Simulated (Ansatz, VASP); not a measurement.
# One calculation of Re, two programs

```
Re
1.0
     2.48195    0.00000    0.00000
     0.00000    2.48195    0.00000
     0.00000    0.00000    2.48195
Re
1
Cartesian
  0.0000 0.0000 0.0000
```

Change from the starting cell: volume scaled by 0.92, PAW files.

Alike in both runs: task single point; functional PBEsol; k mesh 15 × 15 × 15; occupations fermi-dirac, width 0.1 eV; no spin polarisation.

|  | VASP | Ansatz |
| --- | --- | --- |
| version | VASP 6.6.1 | Ansatz 0.2.0 |
| potentials or method | VASP PAW PBE potentials, release 64 (Re) | PAW with Ansatz's default frozen-core files, scalar-relativistic |
| plane-wave cutoff (eV) | 520 | 420 |
| valence electrons in the cell | 7 | 15 |

```tsv
	VASP	Ansatz	Ansatz less VASP
pressure (GPa)	27.2	27.9	+0.69
```

The two sets of potentials don't hold the same shells in valence.

Caveats: so large a pressure means that the cell lies far from this level's equilibrium, or that cutoff or potentials fall short (VASP); the potentials were made for another functional, which shifts forces and pressure (VASP). Spin-orbit coupling is left out, which matters for the levels of Re.
